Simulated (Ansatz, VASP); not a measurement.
One calculation of Cd, two programs

```
CELL_PARAMETERS angstrom
5.36050 0.00000 0.00000
-2.68025 4.64233 0.00000
0.00000 0.00000 3.23294
ATOMIC_POSITIONS crystal
Cd 0.00000 0.00000 0.00000
Cd 0.33333 0.66667 0.50000
Cd 0.66667 0.33333 0.50000
```

Alike in both runs: task single point; functional revPBE; k mesh 8 × 8 × 11; occupations fermi-dirac, width 0.1 eV; no spin polarisation.

```csv
,VASP,Ansatz
version,VASP 6.6.1,Ansatz 0.2.0
potentials or method,"VASP PAW PBE potentials, release 64 (Cd)","plane waves (420 eV) with PAW, scalar-relativistic"
plane-wave cutoff (eV),520,420
valence electrons in the cell,36,60
```

```csv
,VASP,Ansatz,Ansatz less VASP
pressure (GPa),-1.5,-1.6,-0.11
```

The two sets of potentials don't hold the same shells in valence.

Caveats: the PAW data sets were made with another functional, which shifts forces and pressure a little (VASP).
